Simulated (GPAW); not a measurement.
**free-standing square V monolayer, spacing 2.68 A: one coupling from two orders, and a test**

Aim: get Heisenberg couplings of free-standing square V monolayer, spacing 2.68 A from the energies of collinear orders, with pencil and paper, and test them on an order left out of the fit.

Main program and level: GPAW 26.7.0; RPBE; plane waves with GPAW's PAW setups, scalar-relativistic.

### 1. Starting point

The cell holds 1 atom: 1 V. Its edges and angles: a = 2.680 Å, b = 2.680 Å, c = 14.000 Å, α = 90.0°, β = 90.0°, γ = 90.0°. model lattice. Vacuum lies along c.

Structure file:

```
V
1.0
     2.68000    0.00000    0.00000
     0.00000    2.68000    0.00000
     0.00000    0.00000   14.00000
V
1
Direct
  0.00000 0.00000 0.50000
```

### 2. The parallel order

All energies count from this run.

Input file order1.py:

```python
import json
import numpy as np
from ase import Atoms
from ase.parallel import paropen, parprint
from gpaw import GPAW

atoms = Atoms(['V'],
    cell=[[2.68, 0.0, 0.0],
         [0.0, 2.68, 0.0],
         [0.0, 0.0, 14.0]],
    scaled_positions=[[0.0, 0.0, 0.5]],
    pbc=True,
    magmoms=[1.5])
atoms.calc = GPAW(mode={'name': 'pw', 'ecut': 550},
    xc='RPBE',
    kpts={'size': (10, 10, 1), 'gamma': True},
    occupations={'name': 'fermi-dirac', 'width': 0.15},
    convergence={'density': 1e-05, 'energy': 1e-05},
    maxiter=200,
    symmetry={'tolerance': 1e-4},
    txt='order1.txt')
e = atoms.get_potential_energy(force_consistent=True)
res = {'free_energy': e, 'energy_sigma0': atoms.get_potential_energy(), 'fermi_energy': atoms.calc.get_fermi_level()}
res['moments'] = atoms.get_magnetic_moments().tolist()
res['total'] = atoms.get_magnetic_moment()
parprint('site moments (muB):', np.round(res['moments'], 3))
parprint(f"total moment: {res['total']:.3f} muB")
parprint(f'free energy: {e:.6f} eV')
atoms.calc.write('order1.gpw')
n = atoms.calc.get_pseudo_density()
up, down = (atoms.calc.get_pseudo_density(spin=i) for i in (0, 1))
np.savez('grids.npz', density=n, spin=up - down)
with paropen('results.json', 'w') as f:
    json.dump(res, f)
```

The run is started by

```bash
$ OMP_NUM_THREADS=1 python3 order1.py > order1.log
```

What it wrote:

```text
site moments (muB): [2.242]
total moment: 2.991 muB
free energy: -5.663963 eV

--- order1.txt ---
Input parameters:
  mode=PW(ecut=550),
  convergence={'density': 1e-05, 'energy': 1e-05},
  kpts=MonkhorstPack(size=(10, 10, 1), gamma=True),
  maxiter=200,
  occupations=Occupations(name='fermi-dirac', width=0.15),
  symmetry=Symmetry(tolerance=0.0001),
  xc=XC(name='RPBE')

Diagonalizing LCAO Hamiltonian
[...]
|          3 |       -40.720 |     1.000 |       -38.523 |     1.000 |
|          4 |        -6.742 |     1.000 |        -5.465 |     1.000 |
[...]
|          9 |        -1.324 |     0.012 |         1.075 |     0.000 |
|         10 |        -0.234 |     0.000 |         1.227 |     0.000 |
|         11 |         1.465 |     0.000 |         1.974 |     0.000 |
|         12 |         2.355 |     0.000 |         2.975 |     0.000 |

No gap
No difference between direct/indirect transitions


[key lines of the parts left out:]
Free energy:      -5.663963
Converged in 18 steps
dipole moment: (-6.343196, -6.343196, 0.000000)  # |e|*Ang
Fermi level: -1.987
```

The job ended after 18 s (1 MPI rank of Intel Xeon 6975P-C (Granite Rapids), shared host; peak memory 0.2 GiB).

Spin moment in the augmentation sphere by atom:

```csv
atom,spin moment in the augmentation sphere (μB)
V1,2.24
```

This step gave:

* magnetization: 2.991 μB
* final state: ferromagnetic

After 18 cycles the largest moment stands at 2.24 μB.

### 3. The orders used for the fit

The other orders were run with the same settings, on meshes that hold the same points. Free energies (smearing 0.15 eV, its entropy term included) are divided by the number of V atoms; q is in fractions of the reciprocal vectors of the first run's cell.

```csv
order,atoms,mesh,free energy (eV),eV per V,largest moment (μB)
F +,1,10×10×1,-5.6640,-5.6640,2.24
"AF q=(1/2,1/2,0) +-",2,5×10×1,-11.5114,-5.7557,2.08
```

### 4. Counting neighbours

With E = −Σ J e_i·e_j over ordered pairs of unit vectors, turning a neighbour from parallel to opposed costs 2J a V atom. So an order lies 2 Σ n J over the parallel one, n being the opposed neighbours in each shell.

```csv
shell,distance (Å),neighbours,"opposed in AF q=(1/2,1/2,0) +-","opposed in AF q=(0,1/2,0) +-"
J1,2.68,4,4,2
J2,3.79,4,0,4
```

Only J1 is kept.

### 5. Solving

```
2 × 4 × J1 = -91.72 meV    (AF q=(1/2,1/2,0) +-)
J1 = -11.46 meV
```

### 6. The test

The couplings now give the orders that were left out:

```
2 × 2 × (-11.46) = -45.84 meV    (AF q=(0,1/2,0) +-)
```

The runs themselves:

```
            order  atoms    mesh  free energy (eV)  eV per V  largest moment (μB)  over the parallel order (meV)  foretold (meV)
AF q=(0,1/2,0) +-      2  10×5×1          -11.6174   -5.8087                 2.39                        -144.71          -45.84
```

### 7. One more shell

The miss asks for the next shell, which takes one more order into the fit and leaves none for a test.

```
2 × 4 × J1 = -91.72 meV    (AF q=(1/2,1/2,0) +-)
2 × 2 × J1 + 2 × 4 × J2 = -144.71 meV    (AF q=(0,1/2,0) +-)
J1 = -11.46 meV
J2 = -12.36 meV
```

### 8. Outcome

| Quantity | Value |
| --- | --- |
| J1 (V–V at 2.68 Å) | -11.5 meV |
| largest miss on the orders left out | 99 meV |
| J1 with 2 shells | -11.5 meV |
| J2 with 2 shells | -12.4 meV |

What this shows: The model misses the order left out by 99 meV, 68 % of the span of the orders, so it fails: these couplings alone don't describe the crystal. With the next shell added the couplings are J1 = -11.46 and J2 = -12.36 meV, untested. The first dropped shell that the test feels is J2 at 3.79 Å. The site moments spread by 13 % over the orders, so moments are not rigid and part of the miss lies outside a spin model. In a metal couplings reach far, and the mesh was not tested. The couplings are effective ones: further shells with opposed neighbours are folded into them or show in the miss. No mean-field temperature is given: it needs a model that holds, an unfrustrated order and couplings in all three dimensions.

[Logs and program files are shortened in this print: banners, set-up blocks, solver, clock and traceback lines can be left out without a mark of their own.]

[Logs are printed without paths, hosts, clocks, repeated set-up lines and the standing remarks that a program may print on its own settings, such as how far it seeks lower states.]

[Hosts, paths, dates, database ids (printed as entryN), source tags and the programs' standing remarks are cut or masked in the printed files.]

[Where a cell is said to come from a database of computed structures, the database is the Materials Project.]
